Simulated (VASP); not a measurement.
# Cs2AgBiBr6 (Fm-3m) in VASP: settings compared

One crystal, Cs2AgBiBr6, is run at these levels: LDA, PBE; tasks: relaxation of the atoms, relaxation of cell and atoms.

All numbers are computed with VASP 6.6.1; they aren't measurements. Logs are shortened: lines on timing, memory, paths and dates and some standing lists are left out, and cuts for length are marked.

### 1 The structure

The structure is cubic, space group Fm-3m (No. 225). The conventional cell has a = 11.232 Å, b = 11.232 Å, c = 11.232 Å, α = 90.00°, β = 90.00°, γ = 90.00°. Cs (site symmetry -43m) has 12 Br at 3.97 Å as nearest neighbours. Around Ag (site symmetry m-3m) lie 6 Br at 2.80 Å. Bi (site symmetry m-3m) has 6 Br at 2.81 Å as nearest neighbours. Around Br (site symmetry 4mm) lie 1 Ag at 2.80 Å and 1 Bi at 2.81 Å.

### 2 Relaxation of the atoms, LDA (a relaxed cell with its volume scaled by 1.06)

The input, INCAR:

```
PREC = Accurate ; ENCUT = 600
EDIFF = 1E-7 ; ISMEAR = 0
SIGMA = 0.03 ; LREAL = False
LASPH = True ; NELM = 80
ALGO = Fast ; ISIF = 2
LWAVE = False ; LCHARG = False
GGA = CA ; IBRION = 2
NSW = 40 ; EDIFFG = -0.01
KPAR = 2
```

The input, KPOINTS:

```
regular mesh
0
Gamma
  4 4 4
```

The input, POSCAR:

```
Cs2AgBiBr6                              
1.0
    0.0000000000      5.6104972650      5.6104972650
    5.6104972650      0.0000000000      5.6104972650
    5.6104972650      5.6104972650      0.0000000000
  Cs              Ag              Bi              Br            
     2     1     1     6
Direct
     0.2500000000000000    0.2500000000000000    0.2500000000000000
     0.7500000000000000    0.7500000000000000    0.7500000000000000
     0.5000000000000000    0.5000000000000000    0.5000000000000000
     0.0000000000000000    1.0000000000000000    0.0000000000000000
     0.2554494307185128    0.7445505692814872    0.2554494307185128
     0.2554494307185128    0.7445505692814872    0.7445505692814872
     0.7445505692814872    0.2554494307185128    0.7445505692814872
     0.7445505692814872    0.2554494307185128    0.2554494307185128
     0.2554494307185128    0.2554494307185128    0.7445505692814872
     0.7445505692814872    0.7445505692814872    0.2554494307185128
```

Potentials or basis: VASP PAW LDA potentials, release 64 (Cs_sv, Ag, Bi_d, Br).

Started as:

```
cat potpaw_LDA.64/Cs_sv/POTCAR potpaw_LDA.64/Ag/POTCAR potpaw_LDA.64/Bi_d/POTCAR potpaw_LDA.64/Br/POTCAR > POTCAR
mpirun -np 2 vasp_std > vasp.out
```

OUTCAR:

```text
PREC = Accurate
   ENCUT = 600
   EDIFF = 1E-7
   ISMEAR = 0
   LREAL = False
   LASPH = True
   NELM = 80
   ISIF = 2
   GGA = CA
   IBRION = 2
   NSW = 40
   EDIFFG = -0.01

 ion  position               nearest neighbor table
   1  0.250  0.250  0.250-
   2  0.750  0.750  0.750-
   3  0.500  0.500  0.500-   5 2.74   6 2.74   7 2.74   8 2.74   9 2.74  10 2.74
   4  0.000  0.000  0.000-   5 2.87   6 2.87   7 2.87   8 2.87   9 2.87  10 2.87
   5  0.255  0.745  0.255-   3 2.74   4 2.87
   6  0.255  0.745  0.745-   3 2.74   4 2.87
   7  0.745  0.255  0.745-   3 2.74   4 2.87
   8  0.745  0.255  0.255-   3 2.74   4 2.87
   9  0.255  0.255  0.745-   3 2.74   4 2.87
  10  0.745  0.745  0.255-   3 2.74   4 2.87

  LATTYP: Found a face centered cubic cell.
 ALAT       =    11.2209945300

  Lattice vectors:

 A1 = (   0.0000000000,   5.6104972650,   5.6104972650)
 A2 = (   5.6104972650,   0.0000000000,   5.6104972650)
 A3 = (   5.6104972650,   5.6104972650,   0.0000000000)

Analysis of symmetry for initial positions (statically):
=====================================================================
 Subroutine PRICEL returns:
 Original cell was already a primitive cell.

 Routine SETGRP: Setting up the symmetry group for a
 face centered cubic supercell.

 Subroutine GETGRP returns: Found 48 space group operations
 (whereof 48 operations were pure point group operations)
 out of a pool of 48 trial point group operations.

The static configuration has the point symmetry O_h .

Analysis of symmetry for dynamics (positions and initial velocities):
=====================================================================
 Subroutine PRICEL returns:
 Original cell was already a primitive cell.

 Routine SETGRP: Setting up the symmetry group for a
 face centered cubic supercell.

 Subroutine GETGRP returns: Found 48 space group operations
 (whereof 48 operations were pure point group operations)
 out of a pool of 48 trial point group operations.

The dynamic configuration has the point symmetry O_h .

 Subroutine INISYM returns: Found 48 space group operations
 (whereof 48 operations are pure point group operations),
 and found     1 'primitive' translations

----------------------------------------------------------------------------------------

                                     Primitive cell

  volume of cell :     353.2109

  direct lattice vectors                    reciprocal lattice vectors
     0.000000000  5.610497265  5.610497265    -0.089118660  0.089118660  0.089118660
     5.610497265  0.000000000  5.610497265     0.089118660 -0.089118660  0.089118660
     5.610497265  5.610497265  0.000000000     0.089118660  0.089118660 -0.089118660

  length of vectors
     7.934441324  7.934441324  7.934441324     0.154358048  0.154358048  0.154358048

  position of ions in fractional coordinates (direct lattice)
     0.250000000  0.250000000  0.250000000
     0.750000000  0.750000000  0.750000000
     0.500000000  0.500000000  0.500000000
     0.000000000  0.000000000  0.000000000
     0.255449431  0.744550569  0.255449431
     0.255449431  0.744550569  0.744550569
     0.744550569  0.255449431  0.744550569
     0.744550569  0.255449431  0.255449431
     0.255449431  0.255449431  0.744550569
     0.744550569  0.744550569  0.255449431

  ion indices of the primitive-cell ions
   primitive index   ion index
                 1           1
                 2           2
                 3           3
                 4           4
                 5           5
                 6           6
                 7           7
                 8           8
                 9           9
                10          10

----------------------------------------------------------------------------------------

 KPOINTS: regular mesh

Automatic generation of k-mesh.
 Grid dimensions read from file:
 generate k-points for:    4    4    4

 Generating k-lattice:

  Cartesian coordinates                     Fractional coordinates (reciprocal lattice)
    -0.022279665  0.022279665  0.022279665     0.250000000  0.000000000  0.000000000
     0.022279665 -0.022279665  0.022279665     0.000000000  0.250000000  0.000000000
     0.022279665  0.022279665 -0.022279665     0.000000000  0.000000000  0.250000000

  Length of vectors
     0.038589512  0.038589512  0.038589512

  Shift w.r.t. Gamma in fractional coordinates (k-lattice)
     0.000000000  0.000000000  0.000000000

 Subroutine IBZKPT returns following result:
 ===========================================

 Found      8 irreducible k-points:

 Following reciprocal coordinates:
            Coordinates               Weight
  0.000000  0.000000  0.000000      1.000000
  0.250000  0.000000  0.000000      8.000000
  0.500000  0.000000  0.000000      4.000000
  0.250000  0.250000  0.000000      6.000000
  0.500000  0.250000  0.000000     24.000000
 -0.250000  0.250000  0.000000     12.000000
  0.500000  0.500000  0.000000      3.000000
 -0.250000  0.500000  0.250000      6.000000
   k-points           NKPTS =      8   k-points in BZ     NKDIM =      8   number of bands    NBANDS=     51
   number of dos      NEDOS =    301   number of ions     NIONS =     10
   total plane-waves  NPLWV = 262144
   dimension x,y,z NGX =    64 NGY =   64 NGZ =   64
   dimension x,y,z NGXF=   128 NGYF=  128 NGZF=  128
   ions per type =               2   1   1   6
   NGX,Y,Z   is equivalent  to a cutoff of  13.41, 13.41, 13.41 a.u.
   NGXF,Y,Z  is equivalent  to a cutoff of  26.82, 26.82, 26.82 a.u.
 SYSTEM =  unknown system
   PREC   = accura    normal or accurate (medium, high low for compatibility)
   ISTART =      0    job   : 0-new  1-cont  2-samecut
   ICHARG =      2    charge: 1-file 2-atom 10-const
   ISPIN  =      1    spin polarized calculation?
   LNONCOLLINEAR =      F non collinear calculations
   LSORBIT =      F    spin-orbit coupling
   LASPH  =      T    aspherical Exc in radial PAW
   ENCUT  =  600.0 eV  44.10 Ry    6.64 a.u.  15.85 15.85 15.85*2*pi/ulx,y,z
   NELM   =     80;   NELMIN=  2; NELMDL= -5     # of ELM steps
   EDIFF  = 0.1E-06   stopping-criterion for ELM
   LREAL  =      F    real-space projection
   EDIFFG = -.1E-01   stopping-criterion for IOM
   NSW    =     40    number of steps for IOM
   IBRION =      2    ionic relax: 0-MD 1-quasi-New 2-CG
   NFREE  =      1    steps in history (QN), initial steepest desc. (CG)
   ISIF   =      2    stress and relaxation
   ISYM   =      2    0-nonsym 1-usesym 2-fastsym
   POTIM  = 0.5000    time-step for ionic-motion
   TEBEG  =    0.0;   TEEND  =   0.0 temperature during run
   PSTRESS=    0.0 pullay stress
   NELECT =      86.0000    total number of electrons
   NUPDOWN=      -1.0000    fix difference up-down
   EMIN   =  10.00;   EMAX   =-10.00  energy-range for DOS
   EFERMI =   0.00;   METHOD = LEGACY
   ISMEAR =     0;   SIGMA  =   0.03  broadening in eV -4-tet -1-fermi 0-gaus
   EFERMI_NEDOS =   21; number of points for ismear=-14 and -15
   IALGO  =     68    algorithm
   IMIX   =      4    mixing-type and parameters
     AMIX     =   0.40;   BMIX     =  1.00
     AMIX_MAG =   1.60;   BMIX_MAG =  1.00
  volume/ion in A,a.u.               =      35.32       238.36
  Fermi-wavevector in a.u.,A,eV,Ry     =   1.022264  1.931798 14.218404  1.045023
  Thomas-Fermi vector in A             =   2.155934
   LORBIT       =      0    0 simple, 1 ext, 2 COOP (PROOUT), +10 PAW based schemes
   GGA     = CA    functional components
   LHFCALC =     F    Hartree Fock is set to
   AEXX    =    0.0000 exact exchange contribution
   IVDW    =     0    specifies the selected vdW correction
   LEPSILON=     F    determine dielectric tensor
   LRPA    =     F    only Hartree local field effects (RPA)
 conjugate gradient relaxation of ions
 non-spin polarized calculation
 RMM-DIIS sequential band-by-band and
 Gauss-broadening in eV      SIGMA  =   0.03
  energy-cutoff  :      600.00
  volume of cell :      353.21
 maximum number of plane-waves:     11858
   NGX = 31   NGY = 31   NGZ = 31

--------------------------------------- Ionic step        1  -------------------------------------------

 number of electron      86.0000002 magnetization

 Free energy of the ion-electron system (eV)
  ---------------------------------------------------
  ext. energy  EPLUGINS =         0.00000000
  ---------------------------------------------------
  free energy    TOTEN  =       -34.21890916 eV

  energy without entropy =      -34.21890916  energy(sigma->0) =      -34.21890916

------------------------ aborting loop because EDIFF is reached ----------------------------------------

  FORCE on cell =-STRESS in cart. coord.  units (eV):
  Direction    XX          YY          ZZ          XY          YZ          ZX
  --------------------------------------------------------------------------------------
  -------------------------------------------------------------------------------------
  Total       -3.7960830     -3.7960830     -3.7960830      0.0000000      0.0000000      0.0000000
  in kB      -17.2191704    -17.2191704    -17.2191704      0.0000000      0.0000000      0.0000000
  external PRESSURE =     -17.2191704 kB  Pullay stress =       0.0000000 kB
[... 73 lines left out ...]
  energy  without entropy=      -34.2217977385  energy(sigma->0) =      -34.22179774

--------------------------------------- Ionic step        3  -------------------------------------------

 number of electron      86.0000005 magnetization

 Free energy of the ion-electron system (eV)
  ---------------------------------------------------
  ext. energy  EPLUGINS =         0.00000000
  ---------------------------------------------------
  free energy    TOTEN  =       -34.22346092 eV

  energy without entropy =      -34.22346092  energy(sigma->0) =      -34.22346092

 E-fermi :   1.4758     XC(G=0):  -8.5844

 val. band max:        1.3113827020   @ k =   0.5000   0.5000   0.0000
 cond. band min:       2.3580792325   @ k =   0.5000   0.0000   0.0000
 fundamental gap:      1.0466965306
 Fermi energy:         1.4757984544

 k-point     1 :       0.0000    0.0000    0.0000
  band No.  band energies     occupation
      1     -21.7834      2.00000
      2     -21.7834      2.00000
      3     -21.7437      2.00000
      4     -21.7437      2.00000
      5     -21.7437      2.00000
      6     -19.3744      2.00000
[... 458 lines left out ...]
  FREE ENERGIE OF THE ION-ELECTRON SYSTEM (eV)
  ---------------------------------------------------
  free  energy   TOTEN  =       -34.2234609175 eV

  energy  without entropy=      -34.2234609175  energy(sigma->0) =      -34.22346092

 reached required accuracy - stopping structural energy minimisation
```

Run time: 2.6 min. Hardware: 2 MPI ranks of Intel Xeon 6975P-C (Granite Rapids), shared host; peak memory 0.53 GiB.

What came out:

```
Free energy               : -34.2235 eV
Energy gained by relaxing : 0.5 meV/atom
Ionic steps               : 3
Pressure after relaxing   : -1.6 GPa
Band gap on the k mesh    : 1.05 eV, indirect (least direct gap 2.26 eV)
```

The path:
```csv
step,energy change (eV),largest force (eV/Å),pressure (GPa)
1,0.0000,0.1116,-1.72
2,-0.0029,0.0671,-1.69
3,-0.0046,0.0006,-1.64
```

Final structure:
```xyz
10
Lattice="0.0000 5.6105 5.6105 5.6105 0.0000 5.6105 5.6105 5.6105 0.0000" Properties=species:S:1:pos:R:3 pbc="T T T"
Cs    2.8052    2.8052    2.8052
Cs    8.4157    8.4157    8.4157
Ag    5.6105    5.6105    5.6105
Bi    0.0000    0.0000    0.0000
Br    5.6105    2.8529    5.6105
Br    8.3681    5.6105    5.6105
Br    5.6105    8.3681    5.6105
Br    2.8529    5.6105    5.6105
Br    5.6105    5.6105    2.8529
Br    5.6105    5.6105    8.3681
```

Levels at points of the mesh, in eV from the valence-band top:
```tsv
k point	band 39	band 40	band 41	band 42	band 43	band 44	band 45	band 46	band 47	band 48
(0.00, 0.00, 0.00)	-1.18	-1.18	-1.18	-0.61	-0.61	2.01	2.01	2.01	3.30	4.25
(0.50, 0.00, 0.00)	-1.51	-1.51	-1.51	-1.21	-1.21	1.05	3.46	3.46	4.68	4.79
(0.50, 0.50, 0.00)	-1.58	-1.58	-1.20	-0.61	0.00	2.52	2.52	2.89	4.40	4.99
```

Caveat: spin-orbit coupling is left out, which as a rule narrows the gap of such compounds by several tenths of an eV. A k mesh can miss the band edges.

### 3 Relaxation of cell and atoms, LDA

The input, INCAR:

```
SYSTEM = Cs2AgBiBr6
PREC = Accurate
ENCUT = 600
EDIFF = 1E-6
ISMEAR = 0
SIGMA = 0.03
LREAL = .FALSE.
LASPH = .TRUE.
NELM = 80
ALGO = Normal
ISIF = 3
LWAVE = .FALSE.
LCHARG = .FALSE.
IBRION = 2
NSW = 90
EDIFFG = -0.01
KPAR = 2
```

The input, KPOINTS:

```
regular mesh
0
G
  4 4 4
  0 0 0
```

The input, POSCAR:

```
Cs2AgBiBr6
1.0
    0.0000000000      5.6161000000      5.6161000000
    5.6161000000      0.0000000000      5.6161000000
    5.6161000000      5.6161000000      0.0000000000
Cs Ag Bi Br
2 1 1 6
Direct
    0.2500000000      0.2500000000      0.2500000000
    0.7500000000      0.7500000000      0.7500000000
    0.5000000000      0.5000000000      0.5000000000
    0.0000000000      0.0000000000      0.0000000000
    0.2505500000      0.7494500000      0.2505500000
    0.2505500000      0.7494500000      0.7494500000
    0.7494500000      0.2505500000      0.7494500000
    0.7494500000      0.2505500000      0.2505500000
    0.2505500000      0.2505500000      0.7494500000
    0.7494500000      0.7494500000      0.2505500000
```

Potentials or basis: VASP PAW LDA potentials, release 64 (Cs_sv, Ag, Bi_d, Br).

Started as:

```
cat potpaw_LDA.64/Cs_sv/POTCAR potpaw_LDA.64/Ag/POTCAR potpaw_LDA.64/Bi_d/POTCAR potpaw_LDA.64/Br/POTCAR > POTCAR
mpirun -np 2 vasp_std > vasp.out
```

It took 5.1 min on 2 MPI ranks of AMD EPYC 9R45 (Zen 5), shared host; peak memory 0.56 GiB.

The run converged. Its results:

```yaml
Free_energy: -34.3327 eV
Relaxed_volume: 33.35 Å³/atom
Relaxed_cell: a = 7.784 Å, b = 7.784 Å, c = 7.784 Å, α = 60.00°, β = 60.00°, γ = 60.00°
Space_group_after_relaxing_to_0.05_Å: Fm-3m (No. 225)
Energy_gained_by_relaxing: 16.1 meV/atom
Ionic_steps: 6
Pressure_after_relaxing: 0.0 GPa
Largest_force_after_relaxing: 0.004 eV/Å
Band_gap_on_the_k_mesh: 0.95 eV, indirect (least direct gap 2.28 eV)
```

Forces in eV/Å, atoms in the order of the input:
```
Cs   0.000  0.000  0.000
Cs   0.000  0.000  0.000
Ag   0.000  0.000  0.000
Bi   0.000  0.000  0.000
Br   0.000  0.004  0.000
Br  -0.004  0.000  0.000
Br   0.000 -0.004  0.000
Br   0.004  0.000  0.000
Br   0.000  0.000  0.004
Br   0.000  0.000 -0.004
```

The path:
| step | energy change (eV) | largest force (eV/Å) | pressure (GPa) | volume (Å³) |
| --- | --- | --- | --- | --- |
| 1 | 0.0000 | 0.3404 | -1.39 | 354.27 |
| 2 | -0.1161 | 0.3459 | -0.25 | 338.72 |
| 3 | -0.1290 | 0.3363 | 0.38 | 331.84 |
| 4 | -0.1579 | 0.0980 | 0.20 | 331.84 |
| 5 | -0.1607 | 0.0015 | 0.14 | 331.85 |
| 6 | -0.1612 | 0.0038 | -0.03 | 333.48 |

Final structure:
```
CELL_PARAMETERS angstrom
0.00000 5.50404 5.50404
5.50404 0.00000 5.50404
5.50404 5.50404 0.00000
ATOMIC_POSITIONS crystal
Cs 0.25000 0.25000 0.25000
Cs 0.75000 0.75000 0.75000
Ag 0.50000 0.50000 0.50000
Bi 0.00000 0.00000 0.00000
Br 0.25543 0.74457 0.25543
Br 0.25543 0.74457 0.74457
Br 0.74457 0.25543 0.74457
Br 0.74457 0.25543 0.25543
Br 0.25543 0.25543 0.74457
Br 0.74457 0.74457 0.25543
```

Levels at points of the mesh, in eV from the valence-band top:
| k point | band 40 | band 41 | band 42 | band 43 | band 44 | band 45 | band 46 | band 47 |
| --- | --- | --- | --- | --- | --- | --- | --- | --- |
| (0.00, 0.00, 0.00) | -1.41 | -1.41 | -0.69 | -0.69 | 1.88 | 1.88 | 1.88 | 3.19 |
| (0.50, 0.00, 0.00) | -1.77 | -1.70 | -1.40 | -1.40 | 0.95 | 3.51 | 3.51 | 4.57 |
| (0.50, 0.50, 0.00) | -1.83 | -1.43 | -0.70 | 0.00 | 2.46 | 2.46 | 2.87 | 4.57 |

Caveat: spin-orbit coupling is left out, which as a rule narrows the gap of such compounds by several tenths of an eV.

[end of part 1 of 2]
